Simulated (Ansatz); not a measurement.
Runs of Ansatz 0.2.0 on AgBr. The structure is cubic, space group Fm-3m (No. 225). The conventional cell has a = 5.740 Å, b = 5.740 Å, c = 5.740 Å, α = 90.00°, β = 90.00°, γ = 90.00°. Around Ag (site symmetry m-3m) lie 6 Br at 2.87 Å. Br (site symmetry m-3m) has 6 Ag at 2.87 Å as nearest neighbours. 

| task | level | potentials or basis | spin | U | cell | k mesh | cutoff (eV) | smearing | driver | hubbard projectors | double counting | eos | broadening | other keys | mesh quality | gap on the mesh (eV) | pressure (GPa) | moment (μB) |
| --- | --- | --- | --- | --- | --- | --- | --- | --- | --- | --- | --- | --- | --- | --- | --- | --- | --- | --- |
| optical spectrum | r2SCAN | PseudoDojo PBEsol | collinear, program default start | - | as given | 8 × 8 × 8 | 1116 | cold 0.05 eV | chain | - | - | - | 0.05 eV | - | not flagged | 1.14 | - | 0.00 |
| electric field gradients | PBEsol+D3(BJ)+ATM | Ansatz PAW | SOC, no magnetisation | - | as given | 8 × 8 × 8 | 420 | fermi-dirac 0.05 eV | chain | - | - | - | - | - | not flagged | (a) | -3.5 | - |
| atomic charges | B3LYP+D4 | as the typed override names | non-collinear, program default start, SOC | - | as given | 5 × 5 × 5 | 420 | fermi-dirac 0.1 eV | chain | - | - | - | - | hamiltonian.pseudopotentials = kind paw_fr; … | not flagged | 2.35 | 1.1 | 0.00 |
| single point | revPBE0+D3(BJ) | Ansatz PAW | off | - | as given | 4 × 4 × 4 | 420 | gaussian 0.025 eV | calculator | - | - | - | - | - | coarse | 2.83 | -1.0 | - |
| single point | revPBE+D3(BJ)+U | PseudoDojo standard | off | Ag d U = 3.5 eV | as given | 8 × 8 × 8 | 1116 | gaussian 0.025 eV | calculator | all-electron-atomic | fll (the default) | - | - | - | not flagged | 1.19 | -0.3 | - |
| ladder of functionals | LDA+U | Ansatz PAW accurate | off | Ag d U = 6.2 eV | volume scaled by 1.08 | 8 × 8 × 8 | 800 | fixed | chain | ortho-atomic | fll (the default) | - | - | - | not flagged | 1.16 | (b) | - |

**Question.** Estimate the missing entries.

**Answer.** (a) 0.42; (b) -5.8.

Caveats: some runs use coarse meshes; the potentials were made for another functional, which shifts forces and pressure (some runs); the thresholds are loose for stress (some runs); the meta-GGA runs on potentials made for a GGA (some runs); the magnetic or orbital state may not be the lowest (some runs); spectra need much finer meshes, so this one isn't converged (some runs); independent-particle spectra lack excitons (some runs); odd divisions of the mesh miss points on the zone boundary, where band edges often lie, so the gap on the mesh can be too wide (some runs).

A k mesh can miss the band edges, and rows without SOC leave out spin-orbit coupling on Ag, Br.

The runs don't all hold the same shells in valence.

Runs at the PBE level aren't shown here.
